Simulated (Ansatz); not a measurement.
# Smearing, entropy and the zero-width energy in CuO

Computed with DFT PBEsol, scalar-relativistic, plane waves, PAW (Ansatz).

```yaml
crystal:
  lattice:
    - [1.99097, -2.15355, 0.00000]
    - [1.99097, 2.15355, 0.00000]
    - [0.00000, 0.00000, 5.15593]
  atoms:
    - { symbol: Cu, position: [0.00000, 0.50000, 0.00000] }
    - { symbol: Cu, position: [0.50000, 0.00000, 0.50000] }
    - { symbol: O, position: [0.50000, 0.50000, 0.25000] }
    - { symbol: O, position: [0.50000, 0.50000, 0.75000] }
```

* plane-wave cutoff: 420 eV
* Γ-centred k-mesh: 14×14×8
* spin treatment: unpolarised

The same metal under several smearings of width σ, on one mesh. F is the free energy, TS the smearing's entropy term for the cell of 4 atoms, and E = F + TS. Gaussian occupations are ½ erfc[(ε − μ)/σ], and N counts both spins.

| rule | σ (eV) | F − F(narrowest) (meV/atom) | TS (meV/cell) |
| --- | --- | --- | --- |
| Fermi–Dirac | 0.02 | -0.452 | 4.004 |
| Fermi–Dirac | 0.05 | -2.724 | 20.030 |
| Fermi–Dirac | 0.1 | -9.883 | 75.363 |
| Fermi–Dirac | 0.5 | -211.431 | 1604.807 |
| Gaussian | 0.02 | 0.000 | 0.727 |
| Gaussian | 0.05 | -0.436 | 3.925 |
| Gaussian | 0.1 | -1.755 | 13.041 |
| Gaussian | 0.2 | -6.210 | 45.657 |

Question: For a density of states N (both spins) that is flat over the smeared range, TS = Nσ²/2 (Gaussian) and (π²/3)Nσ² (Fermi–Dirac). What N does each run give?

Answer:
```
       rule  σ (eV) N (states/eV a cell)
Fermi–Dirac    0.02                  3.04
Fermi–Dirac    0.05                  2.44
Fermi–Dirac     0.1                  2.29
Fermi–Dirac     0.5                  1.95
   Gaussian    0.02                  3.64
   Gaussian    0.05                  3.14
   Gaussian     0.1                  2.61
   Gaussian     0.2                  2.28
```

Equal entropy needs σ_Gauss = π√(2/3) σ_FD = 2.57 σ_FD, so a Fermi–Dirac width acts like a Gaussian one 2.57 times as large. At moderate widths N lies between 2.28 and 3.14. The drift shows structure in the density of states within the smeared window (a rise with width points to a dip at the Fermi level, a fall to a peak or a steep flank), or a mesh too coarse for the narrower widths. At the narrowest widths only the few mesh levels within σ of μ count, so N can scatter there.

Question: To second order F = E0 − TS/2 and E = E0 + TS/2. How well does E0 = (E + F)/2 undo the smearing?

Answer:
```csv
rule,σ (eV),F − E0(narrowest) (meV/atom),(E + F)/2 − E0(narrowest) (meV/atom)
Fermi–Dirac,0.02,-0.54,-0.04
Fermi–Dirac,0.05,-2.82,-0.31
Fermi–Dirac,0.1,-9.97,-0.55
Fermi–Dirac,0.5,-211.52,-10.92
Gaussian,0.02,-0.09,0.00
Gaussian,0.05,-0.53,-0.04
Gaussian,0.1,-1.85,-0.22
Gaussian,0.2,-6.30,-0.59
```

At Fermi–Dirac 0.1 eV the free energy is off by -9.97 meV/atom and the mean by -0.55. What remains is of order σ⁴ plus the mesh error of the narrowest run, which is no exact reference. Forces and stress are derivatives of F, not of E0, so they keep the σ² error.

This form isn't the usual stable structure of the compound.

5 further runs of this set aren't shown.